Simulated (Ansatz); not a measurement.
**Si with Mn replacing Si: do the settings matter for the field gradients?**

Cell: a supercell of Si (space group P6_3/mmc) built from a structure deposited in the COD, with all atoms left at the host's positions.

```cif
data_structure
_symmetry_space_group_name_H-M 'P 1'
_symmetry_Int_Tables_number 1
_cell_length_a 11.3844
_cell_length_b 7.5896
_cell_length_c 12.7099
_cell_angle_alpha 90.000
_cell_angle_beta 90.000
_cell_angle_gamma 120.000
_cell_volume 951.05
loop_
_atom_site_label
_atom_site_type_symbol
_atom_site_fract_x
_atom_site_fract_y
_atom_site_fract_z
_atom_site_occupancy
Mn1 Mn 0.00000 0.00000 0.40620 1
Si2 Si 0.00000 0.50000 0.40620 1
Si3 Si 0.33333 0.00000 0.40620 1
Si4 Si 0.33333 0.50000 0.40620 1
Si5 Si 0.66667 0.00000 0.40620 1
Si6 Si 0.66667 0.50000 0.40620 1
Si7 Si 0.00000 0.00000 0.90620 1
Si8 Si 0.00000 0.50000 0.90620 1
Si9 Si 0.33333 0.00000 0.90620 1
Si10 Si 0.33333 0.50000 0.90620 1
Si11 Si 0.66667 0.00000 0.90620 1
Si12 Si 0.66667 0.50000 0.90620 1
Si13 Si 0.00000 0.00000 0.09380 1
Si14 Si 0.00000 0.50000 0.09380 1
Si15 Si 0.33333 0.00000 0.09380 1
Si16 Si 0.33333 0.50000 0.09380 1
Si17 Si 0.66667 0.00000 0.09380 1
Si18 Si 0.66667 0.50000 0.09380 1
Si19 Si 0.00000 0.00000 0.59380 1
Si20 Si 0.00000 0.50000 0.59380 1
Si21 Si 0.33333 0.00000 0.59380 1
Si22 Si 0.33333 0.50000 0.59380 1
Si23 Si 0.66667 0.00000 0.59380 1
Si24 Si 0.66667 0.50000 0.59380 1
Si25 Si 0.11111 0.33333 0.34370 1
Si26 Si 0.11111 0.83333 0.34370 1
Si27 Si 0.44444 0.33333 0.34370 1
Si28 Si 0.44444 0.83333 0.34370 1
Si29 Si 0.77778 0.33333 0.34370 1
Si30 Si 0.77778 0.83333 0.34370 1
Si31 Si 0.22222 0.16667 0.84370 1
Si32 Si 0.22222 0.66667 0.84370 1
Si33 Si 0.55556 0.16667 0.84370 1
Si34 Si 0.55556 0.66667 0.84370 1
Si35 Si 0.88889 0.16667 0.84370 1
Si36 Si 0.88889 0.66667 0.84370 1
Si37 Si 0.11111 0.33333 0.15630 1
Si38 Si 0.11111 0.83333 0.15630 1
Si39 Si 0.44444 0.33333 0.15630 1
Si40 Si 0.44444 0.83333 0.15630 1
Si41 Si 0.77778 0.33333 0.15630 1
Si42 Si 0.77778 0.83333 0.15630 1
Si43 Si 0.22222 0.16667 0.65630 1
Si44 Si 0.22222 0.66667 0.65630 1
Si45 Si 0.55556 0.16667 0.65630 1
Si46 Si 0.55556 0.66667 0.65630 1
Si47 Si 0.88889 0.16667 0.65630 1
Si48 Si 0.88889 0.66667 0.65630 1
```

Sites (sets of like atoms) are named by element and the number of their first atom in this list.

Reference run. Method: Kohn–Sham DFT in Ansatz, PBE, plane waves and PAW, scalar-relativistic, collinear spin, 420 eV cutoff, Γ-centred 2×3×2 k-points, Fermi–Dirac smearing 0.01 eV, cell charge -1. Start moments as typed (μB): 4 on each Mn, none on the rest.

Task: The input is changed as follows: `hamiltonian.dispersion`: not typed → d3bjatm; `basis.xc_grid`: not typed → 4; `scf.convergence.dr2_threshold`: not typed → 1e-09. What happens to V_zz (10²¹ V/m²) and η?

Result: 

```json
{"site": "Mn", "atom": "1", "V_zz reference": "-2.40", "η reference": "0.71", "V_zz changed": "-2.40", "η changed": "0.71"}
{"site": "Si3", "atom": "3", "V_zz reference": "-0.80", "η reference": "0.70", "V_zz changed": "-0.80", "η changed": "0.70"}
{"site": "Si4", "atom": "4", "V_zz reference": "0.86", "η reference": "0.62", "V_zz changed": "0.86", "η changed": "0.62"}
{"site": "Si5", "atom": "5", "V_zz reference": "-0.75", "η reference": "0.89", "V_zz changed": "-0.75", "η changed": "0.89"}
{"site": "Si6", "atom": "6", "V_zz reference": "0.86", "η reference": "0.83", "V_zz changed": "0.86", "η changed": "0.83"}
{"site": "Si19", "atom": "19", "V_zz reference": "-3.27", "η reference": "0.04", "V_zz changed": "-3.27", "η changed": "0.04"}
{"site": "Si20", "atom": "20", "V_zz reference": "0.81", "η reference": "0.34", "V_zz changed": "0.81", "η changed": "0.34"}
{"site": "Si25", "atom": "25", "V_zz reference": "-2.95", "η reference": "0.33", "V_zz changed": "-2.95", "η changed": "0.33"}
{"site": "Si26", "atom": "26", "V_zz reference": "-2.58", "η reference": "0.30", "V_zz changed": "-2.58", "η changed": "0.30"}
{"site": "Si29", "atom": "29", "V_zz reference": "0.90", "η reference": "0.22", "V_zz changed": "0.90", "η changed": "0.22"}
{"site": "Si30", "atom": "30", "V_zz reference": "-2.60", "η reference": "0.42", "V_zz changed": "-2.60", "η changed": "0.42"}
{"site": "Si42", "atom": "42", "V_zz reference": "0.42", "η reference": "0.08", "V_zz changed": "0.42", "η changed": "0.08"}
```

All printed values agree. The table leaves out 36 of the 48 sites, with |V_zz| up to 1.20; their tensors move by 0.01 at most along any direction. The dispersion term itself leaves the density as it is. SCF iterations: 13 and 15.

On the reference run: The defect repeats with the cell of 48 atoms, so it feels its images: sites between two images don't show the values beside a lone defect, and zeros or small values of η there can come from the images' arrangement. Si carries a gradient in the pure host already, so the values there aren't the defect's effect alone. A uniform background compensates the cell's charge. The defect cell has no gap above 0.1 eV on its mesh, so the values can hang on the smearing and the k-mesh. The neighbours have not yet relaxed around the defect (largest force 0.48 eV/Å), so a real crystal will differ.
